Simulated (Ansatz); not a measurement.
# Ge (Imma) in Ansatz: notebook

The runs below take Ge through single point, equation of state, with LDA.

Everything below comes from runs of Ansatz 0.2.0. Logs are shortened: lines on timing, memory, paths and dates and some standing lists are left out, and cuts for length are marked.

### Step 1. The crystal as given

It takes space group Imma (No. 74, orthorhombic). Conventional cell: a = 4.992 Å, b = 5.302 Å, c = 2.874 Å, α = 90.00°, β = 90.00°, γ = 90.00°. Ge (site symmetry mm2) is surrounded by 6 Ge at 2.68 to 2.87 Å.

This isn't the form of Ge at room conditions, which is diamond.

### Step 2. Single point, LDA, 17.87 Å³/atom (volume scaled by 0.94)

Input file input.yaml:

```yaml
crystal:
  lattice:
    - [-2.4449470096, 2.5967485709, 1.4076133202]
    - [2.4449470096, -2.5967485709, 1.4076133202]
    - [2.4449470096, 2.5967485709, -1.4076133202]
  atoms:
    - { symbol: Ge, position: [0.314057, 0.064057, 0.25] }
    - { symbol: Ge, position: [0.685943, 0.935943, 0.75] }
kpoints:
  mp_grid: { grid: [11, 11, 11] }
scf:
  occupations: { method: fermi_dirac, width: 0.05 }
hamiltonian:
  xc: lda
  pseudopotentials: { kind: all_electron, lapw: { basis_error: 0.001 } }
output:
  forces: true
  stress: true
  eigenvalues: true
```

Potentials or basis: all-electron LAPW, scalar-relativistic.

The run is started by

```console
ansatz run input.yaml --threads 1 --pin off --max-ram 3072MiB --backend cpu --events-out ev --progress --plain --runs-dir out
```

The program printed:

```text
Warning: RAYON_NUM_THREADS=1 ignored (pool sized by the plan → 1); use --threads N
LAPW: plane waves up to 8.367 Å⁻¹, error target 1.0e-3 eV per atom; small_component_spin mean_spin; Ge in spheres of 1.311 Å, 22 of its electrons in bands, Dirac shells [] (how accurate: hamiltonian.pseudopotentials.lapw.basis_error, Limitations)
Engine: ansatz 0.2.0, x86_64-unknown-linux-gnu
Pseudopotentials: kind: all_electron
Pseudopotential: Ge, LAPW, valence charge 22, lapw/all_electron/scalar/gaussian/Ge, Koelling and Harmon's equation, gaussian nucleus
Functional definition: SPW92
  exchange = slater_x
  correlation = pw_c
Crystal: 2 atoms, lattice volume = 35.747 Å³
Basis set: ecut = 266.7139650330421 eV, 359 PW (Γ), FFT grids on a1+a2, a2, a3, exchange–correlation at level 2
Bands: 27, of which v1, the nominal top of the filled ones, is band 22 counted from 1 (21 counted from 0)
Symmetry: 8 space group operations
Space group: Imma (ITA 74), of the structure as read, at distance tolerance 3.3e-5 Å
k-points: 216 of 1331
Non-local potential: Ge, projectors of the file, none
Initial density: superposition of atomic densities (chi_scale 0.1, normalization cell)
Initial wavefunctions: plane waves of lowest kinetic energy (no species holds an atomic orbital)
Functional: x = slater, c = lda
iter 1 solved again at ethr=1.00e-4 eV; its pass at ethr=1.00e-1 eV (dr2=4.42e-2 eV) is discarded
SCF iter   1: F=—  HF=-114073.979374 eV  |F-HF|=—  |Δ(HF+E_count)|=         —  Δρ=1.43e-2  dr2=4.43e-2  ethr=1.00e-4  ⟨swp⟩=3.0  Hψ=38695  notcnv=0
preconditioner: auto → Kerker (q_TF=auto, 2.824 Å⁻¹)  [metal: Δε(μ)=0.049 eV  Ē_g=24.383 eV  σ=0.050 eV  W_gap=0.23  n_scr=16 (ndim 8)  ℏωp=32.9 eV  f_vac=0.000  D(μ)=0.70/eV (n_scr^D=4)]
SCF iter   2: F=—  HF=-114073.949898 eV  |F-HF|=—  |Δ(HF+E_count)|=   2.95e-2  Δρ=9.44e-3  dr2=2.29e-2  ethr=1.00e-4  ⟨swp⟩=2.0  Hψ=17239  notcnv=0
SCF iter   3: F=—  HF=-114073.945592 eV  |F-HF|=—  |Δ(HF+E_count)|=   4.31e-3  Δρ=5.85e-3  dr2=9.56e-3  ethr=5.20e-5  ⟨swp⟩=2.0  Hψ=16697  notcnv=0
SCF iter   4: F=—  HF=-114073.944602 eV  |F-HF|=—  |Δ(HF+E_count)|=   9.90e-4  Δρ=1.84e-3  dr2=1.25e-3  ethr=2.17e-5  ⟨swp⟩=2.0  Hψ=16698  notcnv=0
iter 5 solved again at ethr=9.70e-8 eV; its pass at ethr=2.85e-6 eV (dr2=4.27e-5 eV) is discarded
SCF iter   5: F=—  HF=-114073.944317 eV  |F-HF|=—  |Δ(HF+E_count)|=   2.85e-4  Δρ=3.15e-4  dr2=4.27e-5  ethr=9.70e-8  ⟨swp⟩=2.0  Hψ=28626  notcnv=0
SCF iter   6: F=—  HF=-114073.944315 eV  |F-HF|=—  |Δ(HF+E_count)|=   2.06e-6  Δρ=1.06e-4  dr2=4.65e-6  ethr=9.70e-8  ⟨swp⟩=2.0  Hψ=16698  notcnv=0
SCF iter   7: F=-114073.944315 eV  HF=-114073.944315 eV  |F-HF|=3.02e-8  |Δ(HF+E_count)|=   9.24e-8  Δρ=1.54e-5  dr2=6.46e-8  ethr=1.06e-8  ⟨swp⟩=2.0  Hψ=16698  notcnv=0
SCF 1 converged in 7 iterations: F = -114073.944315 eV  dr2 = 6.46e-8
SCF converged after 7 iterations
Free energy (F): -114073.944315 eV
Harris-Foulkes:  -114073.944315 eV  (|F-HF|=3.02e-8)
Internal energy: -114073.938482 eV  (E = F + TS)
E sigma→0 (E₀):  -114073.941398 eV
Entropy (-TS):   -0.005833 eV (-2.917 meV/atom)
Fermi energy:    13.235166 eV
--- Per-component energies (eV) ---
  E_band       = -1932.828410
  E_kinetic    = 116422.622389
  E_xc         = -4179.851109
  E_electrostatic = -226316.709762  (all electrons and nuclei)
  E_smearing   = -0.005833  (= −TS)
  E_closure    = 0.000000  (closes the sum)
  E_atoms      = -114063.943511  (free atoms, spherical and without spin; not in F)
  Σ components = -114073.944315   (vs F -114073.944315, Δ=0.00e0)
  Basis errors (estimates in eV, not in F): energy 3.2e-4 per atom: plane waves 3.0e-4 (1.7e-4 summed), levels above the bands 6.0e-70, relativity 2.4e-9, radial functions 1.9e-5, core shells 5.2e-11; eigenvalues (radial functions only) 2.7e-6; not estimated: angular momenta, meshes, grids; target (lapw.basis_error) 1.0e-3; muffin-tin radii Ge 1.311 Å
--- Forces (eV/Å), atoms counted from 1 ---
  atom   1  Ge    -0.00000000     0.00000000     0.06187540
  atom   2  Ge     0.00000000     0.00000000    -0.06187540
  max |Σ_I F_I| component: 0.00e0 eV/Å
--- Stress (GPa, compression-positive) ---
        1.687849       0.000000       0.000000
        0.000000      -0.649084      -0.000000
        0.000000      -0.000000       0.083336
  P = ⅓ Tr σ = 0.3740 GPa (3.740 kbar)
--- Band table (eV; the first three rows and the last of 216) ---
  k-point 0: bands = ["-149.5651", "-149.5644", "-97.2273", "-97.2269", "-97.2166", "-97.2127", "-97.1948", "-97.1893", "-11.6523", "-11.5574", "-11.5571", "-11.5528", "-11.5094", "-11.4683", "-11.3942", "-11.3924", "-11.3608", "-11.2815", "-0.4235", "9.5087", "10.7057", "11.1795", "16.6495", "20.4660", "20.7456", "21.5002", "21.8436"]
  k-point 1: bands = ["-149.5651", "-149.5644", "-97.2273", "-97.2269", "-97.2166", "-97.2127", "-97.1946", "-97.1894", "-11.6465", "-11.5603", "-11.5541", "-11.5529", "-11.5045", "-11.4659", "-11.3949", "-11.3945", "-11.3639", "-11.2880", "-0.3276", "8.5287", "11.0399", "11.6945", "17.1545", "19.6513", "20.6946", "21.3773", "21.4390"]
  k-point 2: bands = ["-149.5651", "-149.5645", "-97.2273", "-97.2270", "-97.2163", "-97.2130", "-97.1943", "-97.1898", "-11.6296", "-11.5666", "-11.5574", "-11.5398", "-11.4934", "-11.4591", "-11.4007", "-11.3973", "-11.3728", "-11.3065", "-0.0399", "7.0433", "11.3693", "12.5639", "18.2812", "18.5596", "19.9411", "20.8900", "21.0815"]
  k-point 215: bands = ["-149.5648", "-149.5647", "-97.2276", "-97.2267", "-97.2170", "-97.2124", "-97.1951", "-97.1890", "-11.6192", "-11.5442", "-11.5116", "-11.4812", "-11.4525", "-11.4475", "-11.4329", "-11.4244", "-11.4012", "-11.3974", "3.9074", "4.3892", "7.0683", "7.7870", "17.8244", "20.3669", "24.3348", "24.6670", "26.2772"]
```

Run time: 20 s. Hardware: 1 thread of Intel Xeon 6975P-C (Granite Rapids), shared host; peak memory 0.62 GiB.

Results:

```
Free energy            : -114073.9443 eV
Pressure               : 0.4 GPa
Largest force          : 0.062 eV/Å
Band gap on the k mesh : none (metal or under the smearing width)
```

### Step 3. Single point, LDA, 18.25 Å³/atom (volume scaled by 0.96)

Edit input.yaml of step 2 so:

```diff
@@ -2,5 +2,5 @@
   lattice:
-    - [-2.4449470096, 2.5967485709, 1.4076133202]
-    - [2.4449470096, -2.5967485709, 1.4076133202]
-    - [2.4449470096, 2.5967485709, -1.4076133202]
+    - [-2.4621655136, 2.6150361352, 1.4175264166]
+    - [2.4621655136, -2.6150361352, 1.4175264166]
+    - [2.4621655136, 2.6150361352, -1.4175264166]
   atoms:
```

Potentials or basis: all-electron LAPW, scalar-relativistic.

The run is started by

```console
ansatz run input.yaml --threads 1 --pin off --max-ram 3072MiB --backend cpu --events-out ev --progress --plain --runs-dir out
```

Wall time 20 s (1 thread of Intel Xeon 6975P-C (Granite Rapids), shared host); peak memory 0.62 GiB.

It converged, with:

```yaml
Free_energy: -114073.9419 eV
Pressure: -1.3 GPa
Largest_force: 0.065 eV/Å
Band_gap_on_the_k_mesh: none (metal or under the smearing width)
```

### Step 4. Single point, LDA, 18.63 Å³/atom (volume scaled by 0.98)

Edit input.yaml of step 3 so:

```diff
@@ -2,5 +2,5 @@
   lattice:
-    - [-2.4621655136, 2.6150361352, 1.4175264166]
-    - [2.4621655136, -2.6150361352, 1.4175264166]
-    - [2.4621655136, 2.6150361352, -1.4175264166]
+    - [-2.479146502, 2.6330714371, 1.4273027698]
+    - [2.479146502, -2.6330714371, 1.4273027698]
+    - [2.479146502, 2.6330714371, -1.4273027698]
   atoms:
```

The run is started by

```console
ansatz run input.yaml --threads 1 --pin off --max-ram 3072MiB --backend cpu --events-out ev --progress --plain --runs-dir out
```

Wall time 21 s (1 thread of Intel Xeon 6975P-C (Granite Rapids), shared host); peak memory 0.62 GiB.

It converged, with:

* Free energy: -114073.9319 eV
* Pressure: -2.8 GPa
* Largest force: 0.067 eV/Å
* Band gap on the k mesh: none (metal or under the smearing width)

### Step 5. Single point, LDA, 19.01 Å³/atom

Edit input.yaml of step 4 so:

```diff
@@ -2,5 +2,5 @@
   lattice:
-    - [-2.479146502, 2.6330714371, 1.4273027698]
-    - [2.479146502, -2.6330714371, 1.4273027698]
-    - [2.479146502, 2.6330714371, -1.4273027698]
+    - [-2.495898, 2.650863, 1.436947]
+    - [2.495898, -2.650863, 1.436947]
+    - [2.495898, 2.650863, -1.436947]
   atoms:
```

The run is started by

```console
ansatz run input.yaml --threads 1 --pin off --max-ram 3072MiB --backend cpu --events-out ev --progress --plain --runs-dir out
```

Run time: 21 s. Hardware: 1 thread of Intel Xeon 6975P-C (Granite Rapids), shared host; peak memory 0.6 GiB.

It converged, with:

```yaml
Free_energy: -114073.9151 eV
Pressure: -4.2 GPa
Largest_force: 0.068 eV/Å
Band_gap_on_the_k_mesh: none (metal or under the smearing width)
```

### Step 6. Single point, LDA, 19.39 Å³/atom (volume scaled by 1.02)

Edit input.yaml of step 5 so:

```diff
@@ -2,5 +2,5 @@
   lattice:
-    - [-2.495898, 2.650863, 1.436947]
-    - [2.495898, -2.650863, 1.436947]
-    - [2.495898, 2.650863, -1.436947]
+    - [-2.5124276075, 2.6684188957, 1.4464634826]
+    - [2.5124276075, -2.6684188957, 1.4464634826]
+    - [2.5124276075, 2.6684188957, -1.4464634826]
   atoms:
```

Potentials or basis: all-electron LAPW, scalar-relativistic.

The run is started by

```console
ansatz run input.yaml --threads 1 --pin off --max-ram 3072MiB --backend cpu --events-out ev --progress --plain --runs-dir out
```

It took 22 s on 1 thread of Intel Xeon 6975P-C (Granite Rapids), shared host; peak memory 0.57 GiB.

The run converged. Its results:

```yaml
Free_energy: -114073.8924 eV
Pressure: -5.4 GPa
Largest_force: 0.069 eV/Å
Band_gap_on_the_k_mesh: none (metal or under the smearing width)
```

### Step 7. Single point, LDA, 19.78 Å³/atom (volume scaled by 1.04)

Edit input.yaml of step 6 so:

```diff
@@ -2,5 +2,5 @@
   lattice:
-    - [-2.5124276075, 2.6684188957, 1.4464634826]
-    - [2.5124276075, -2.6684188957, 1.4464634826]
-    - [2.5124276075, 2.6684188957, -1.4464634826]
+    - [-2.5287425297, 2.6857467767, 1.4558563658]
+    - [2.5287425297, -2.6857467767, 1.4558563658]
+    - [2.5287425297, 2.6857467767, -1.4558563658]
   atoms:
```

The run is started by

```console
ansatz run input.yaml --threads 1 --pin off --max-ram 3072MiB --backend cpu --events-out ev --progress --plain --runs-dir out
```

Wall time 20 s (1 thread of Intel Xeon 6975P-C (Granite Rapids), shared host); peak memory 0.58 GiB.

It converged, with:

```yaml
Free_energy: -114073.8645 eV
Pressure: -6.4 GPa
Largest_force: 0.068 eV/Å
Band_gap_on_the_k_mesh: none (metal or under the smearing width)
```

### Step 8. Single point, LDA, 20.16 Å³/atom (volume scaled by 1.06)

Edit input.yaml of step 7 so:

```diff
@@ -2,5 +2,5 @@
   lattice:
-    - [-2.5287425297, 2.6857467767, 1.4558563658]
-    - [2.5287425297, -2.6857467767, 1.4558563658]
-    - [2.5287425297, 2.6857467767, -1.4558563658]
+    - [-2.5448496043, 2.7028539053, 1.4651295863]
+    - [2.5448496043, -2.7028539053, 1.4651295863]
+    - [2.5448496043, 2.7028539053, -1.4651295863]
   atoms:
```

The run is started by

```console
ansatz run input.yaml --threads 1 --pin off --max-ram 3072MiB --backend cpu --events-out ev --progress --plain --runs-dir out
```

It took 21 s on 1 thread of Intel Xeon 6975P-C (Granite Rapids), shared host; peak memory 0.6 GiB.

Results (log left out):

```
Free energy            : -114073.8318 eV
Pressure               : -7.3 GPa
Largest force          : 0.066 eV/Å
Band gap on the k mesh : none (metal or under the smearing width)
```

### Step 9. Equation of state, LDA

Potentials or basis: all-electron LAPW, scalar-relativistic.

No new run: the results of the series are fitted here.

Results:

- Equilibrium volume: 17.95 Å³/atom
- Bulk modulus at fixed shape and positions: 83 GPa
- Pressure derivative of the bulk modulus: 4.8

Energy against volume, from the lowest point:
```
volume (Å³/atom)  energy (meV/atom)
          17.874               0.00
          18.254               1.19
          18.634               6.20
          19.014              14.58
          19.395              25.93
          19.775              39.91
          20.155              56.23
```

Caveat: the cell was scaled at fixed shape and fractional positions, which overstates the stiffness of a crystal with free parameters, most of all of layers and chains.
